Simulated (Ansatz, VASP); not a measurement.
**Al2P in VASP and in Ansatz**

```
Al P
1.0
     6.22975    0.00000    0.00000
     0.00000    6.22975    0.00000
     0.00000    0.00000    3.08027
Al P
4 2
Direct
  0.27534 0.27534 0.00000
  0.72466 0.72466 0.00000
  0.77534 0.22466 0.50000
  0.22466 0.77534 0.50000
  0.00000 0.00000 0.00000
  0.50000 0.50000 0.50000
```

Change from the starting cell: species swapped into the PmCl2 type (P4_2/mnm, No. 136).

Alike in both runs: task relaxation of cell and atoms; functional PBE; k mesh 6 × 6 × 12; occupations gaussian, width 0.1 eV; no spin polarisation.

|  | VASP | Ansatz |
| --- | --- | --- |
| version | VASP 6.6.1 | Ansatz 0.2.0 |
| potentials or method | VASP PAW PBE potentials, release 64 (Al, P) | scalar-relativistic, plane waves, PAW |
| plane-wave cutoff (eV) | 600 | 420 |
| valence electrons in the cell | 22 | 22 |

|  | VASP | Ansatz | Ansatz less VASP |
| --- | --- | --- | --- |
| gap on the k mesh at the Fermi level, each at its own relaxed structure (eV) | none | none | - |
| relaxed volume (Å³/atom) | 20.42 | 20.44 | +0.014 |
| relaxed cell length with the largest relative difference (Å) | 5.878 | 5.881 | +0.0028 |
| energy change over the relaxation (meV/atom) | -125 | -125 | -0.1 |

A gap of «none» marks a metal or a gap that the smearing closes.
